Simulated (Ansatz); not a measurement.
Crystal: Au.

```
Au
1.0
     0.00000    2.03500    2.03500
     2.03500    0.00000    2.03500
     2.03500    2.03500    0.00000
Au
1
Direct
  0.00000 0.00000 0.00000
```

Base run:

```yaml
Program: Ansatz 0.2.0
Functional: PBE
Potentials_or_basis: JTH PAW
Cutoff: "750 eV (not typed: the program's choice for these potentials)"
k_mesh: 11 × 11 × 11
Occupations: fermi-dirac, width 0.05 eV
Spin: no spin polarisation
```

Its results: band gap on the k mesh none (metal or under the smearing width); pressure 11.1 GPa.

Problem. The run is repeated on the same cell with these changes: potentials or basis from JTH PAW to PseudoDojo stringent (PBE files); cutoff from 750 eV (not typed: the program's choice for these potentials) to 1034 eV; valence electrons from 11 to 19. What comes out?

Solution. Band gap on the k mesh none (metal or under the smearing width); pressure 10.3 GPa.

Caveats: spin-orbit coupling is left out, which moves the levels of the heavy elements.
